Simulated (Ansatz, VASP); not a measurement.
**Mg in VASP and in Ansatz**

```
CELL_PARAMETERS angstrom
3.21863 0.00000 0.00000
-1.60932 2.78742 0.00000
0.00000 0.00000 10.45465
ATOMIC_POSITIONS crystal
Mg 0.66667 0.33333 0.75000
Mg 0.00000 0.00000 0.50000
Mg 0.33333 0.66667 0.25000
Mg 0.00000 0.00000 0.00000
```

Alike in both runs: task single point; functional PBE; k mesh 10 × 10 × 3; occupations fermi-dirac, width 0.05 eV; no spin polarisation.

|  | VASP | Ansatz |
| --- | --- | --- |
| version | VASP 6.6.1 | Ansatz 0.2.0 |
| potentials or method | VASP PAW PBE potentials, release 64 (Mg) | Ansatz PAW |
| plane-wave cutoff (eV) | 520 | 420 |
| valence electrons in the cell | 8 | 40 |

|  | VASP | Ansatz | Ansatz less VASP |
| --- | --- | --- | --- |
| gap on the k mesh at the Fermi level (eV) | none | none | - |
| pressure (GPa) | -0.6 | -0.5 | +0.12 |
| largest component of the traceless stress (GPa) | 0.65 | 0.65 | +0.001 |

A gap of «none» marks a metal or a gap that the smearing closes. The two sets of potentials don't hold the same shells in valence.
